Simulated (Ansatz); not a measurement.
# Cobalt, hcp: HSE06 at the PBE geometry

Aim: see what exact exchange does to the levels, and what it costs. Spin polarisation is left out, though the real metal is magnetic, so these are not its levels. The cell comes from an earlier PBE relaxation. Exact exchange is dear, so the k-mesh is coarse, and PBE is run on the same mesh for comparison.

Method: DFT, plane waves (420 eV) with PBE-made PAW files, scalar-relativistic; functionals as named at each step, in Ansatz 0.2.0.

**1. The system as given**

Symmetry: P6_3/mmc, No. 194, hexagonal system. The conventional cell has a = 2.458 Å, b = 2.458 Å, c = 3.961 Å, α = 90.00°, β = 90.00°, γ = 120.00°. Co (site symmetry -6m2) has 12 Co at 2.44 to 2.46 Å as nearest neighbours.

As a file:

```
CELL_PARAMETERS angstrom
2.45839 0.00000 0.00000
-1.22920 2.12903 0.00000
0.00000 0.00000 3.96069
ATOMIC_POSITIONS crystal
Co 0.33333 0.66667 0.25000
Co 0.66667 0.33333 0.75000
```

**2. PBE, coarse mesh**

The run with PBE.

Input file input.yaml:

```yaml
crystal:
  lattice:
    - [2.4583938938, 0.0, 0.0]
    - [-1.2291969469, 2.1290315645, 0.0]
    - [0.0, 0.0, 3.9606904923]
  atoms:
    - { symbol: Co, position: [0.3333333333, 0.6666666667, 0.25] }
    - { symbol: Co, position: [0.6666666667, 0.3333333333, 0.75] }
hamiltonian:
  xc: pbe
  pseudopotentials:
    kind: paw
    azcp:
      Co: "pseudopotentials/Co.paw.azcp"
basis:
  ecutwfc: 420
  fft_grid_basis: typed
kpoints:
  mp_grid: { grid: [8, 8, 4], shift: [0, 0, 0] }
magnetization:
  spin_polarized: false
scf:
  occupations: { method: fermi_dirac, width: 0.1 }
```

What it wrote, shortened:

```text
Warning: RAYON_NUM_THREADS=4 ignored (pool sized by the plan → 4); use --threads N
[...]
Pseudopotentials: kind: paw
Pseudopotential: Co, paw, valence charge 17, recommended cutoff 420 eV (normal), <dir>
Functional definition: PBE
[...]
Crystal: 2 atoms, lattice volume = 20.730 Å³
Basis set: ecut = 420 eV, 391 PW (Γ)
Bands: 21, of which v1, the nominal top of the filled ones, is band 17 counted from 1 (16 counted from 0)
Symmetry: 24 space group operations
Space group: P63/mmc (ITA 194), of the structure as read, at distance tolerance 2.7e-5 Å
k-points: 30 of 256
[...]
SCF iter   1: F=—  HF=-10251.950247 eV  |F-HF|=—  |Δ(HF+E_count)|=         —  Δρ=4.26e-3  dr2=1.12e-3  ethr=1.77e-3  ⟨swp⟩=4.3  Hψ=2322  notcnv=0
[...]
SCF iter   6: F=-10251.951396 eV  HF=-10251.951396 eV  |F-HF|=1.05e-9  |Δ(HF+E_count)|=   4.93e-9  Δρ=4.96e-6  dr2=1.43e-9  ethr=1.13e-10  ⟨swp⟩=1.0  Hψ=1908  notcnv=0
[...]
SCF converged after 6 iterations
Free energy (F): -10251.951396 eV
[...]
E sigma→0 (E₀):  -10251.861892 eV
Entropy (-TS):   -0.179008 eV (-89.504 meV/atom)
Fermi energy:    19.701636 eV
[...]
```

It took 0.49 s on 4 threads of an x86-64 CPU, shared host; peak memory 0.34 GiB.

**3. HSE06, coarse mesh**

The run with HSE06.

input.yaml: that of step 2 with these lines changed.

```diff
@@ -9,3 +9,3 @@
 hamiltonian:
-  xc: pbe
+  xc: hse06
   pseudopotentials:
```

What it wrote, shortened:

```text
Warning: RAYON_NUM_THREADS=4 ignored (pool sized by the plan → 4); use --threads N
[...]
[... 2 set-up lines as earlier in the session ...]
Functional definition: HSE06
[...]
Crystal: 2 atoms, lattice volume = 20.730 Å³
Basis set: ecut = 420 eV, 391 PW (Γ)
Bands: 21, of which v1, the nominal top of the filled ones, is band 17 counted from 1 (16 counted from 0)
[... 2 set-up lines as earlier in the session ...]
k-points: 30 of 256
[...]
SCF iter   1: F=—  HF=-10251.951470 eV  |F-HF|=—  |Δ(HF+E_count)|=         —  Δρ=5.06e-3  dr2=1.92e-3  ethr=1.77e-3  ⟨swp⟩=5.2  Hψ=2603  notcnv=0
[...]
Frozen-core exchange: fock
[...]
SCF 2 stopped early in 16 iterations: F = -10245.660303 eV  dr2 = 1.26e-4
hybrid outer 1: dexx = +9.523e-1 eV, tail = 6.12e-3 eV
[...]
Frozen-core exchange: fock
[...]
Frozen-core exchange: fock
[...]
SCF iter   3: F=-10245.661227 eV  HF=-10245.661227 eV  |F-HF|=1.57e-8  |Δ(HF+E_count)|=   3.33e-8  Δρ=1.65e-5  dr2=2.17e-8  ethr=7.90e-11  ⟨swp⟩=3.3  Hψ=1393  notcnv=0
[...]
hybrid outer 3: dexx = +4.602e-7 eV, tail = 1.94e-7 eV, Δε = 1.20e-3 eV (about 1.20e-3 eV left of the loop's levels)
at 8 of the mixer's solves, all of them in the SCFs whose states led to this one, it left a direction of its history that read negative out of its fit and stepped the other way along it
hybrid SCF converged: 3 outer / 25 inner (+7 warm-up), last move |dexx| = 4.60e-7 eV, tail = 1.94e-7 eV
Stability not checked: this state was not tested for a lower state beside it, because the functional holds exact exchange (a hybrid, or Hartree-Fock), whose exchange loop this test does not read (fock_operator; see scf.lower_state_search)
Free energy (F): -10245.661227 eV
Frozen-core exchange: fock
[...]
E sigma→0 (E₀):  -10245.638429 eV
Entropy (-TS):   -0.045595 eV (-22.797 meV/atom)
Fermi energy:    19.033280 eV
[...]
--- Band table (eV; the first three rows and the last of 30) ---
[... band rows left out ...]
[...]
```

Wall time 8.9 s (4 threads of an x86-64 CPU, shared host); peak memory 0.96 GiB.

**4. Side by side**

| functional | gap on the mesh | Fermi energy (eV) | SCF cycles | exchange loops | CPU time |
| --- | --- | --- | --- | --- | --- |
| PBE | none (levels filled in part) | 19.702 | 6 | - | 0.93 s |
| HSE06 | none (levels filled in part) | 19.033 | 32 | 3 | 26 s |

**5. Outcome**

| quantity | value |
| --- | --- |
| PBE: gap | none (levels filled in part) |
| HSE06: gap | none (levels filled in part) |
| HSE06: SCF cycles, exchange loops | 32, 3 |
| HSE06: CPU time over that of PBE | 28 |

Both PBE and HSE06 leave levels filled in part. HSE06 cost 28 times the CPU time of PBE. The exchange operator of HSE06 was renewed in 3 outer loops. The cell taken over is 6 % smaller than the measured one (11.07 Å³/atom, COD). Absolute energies differ from functional to functional, by eV per atom at times, and say nothing by themselves.
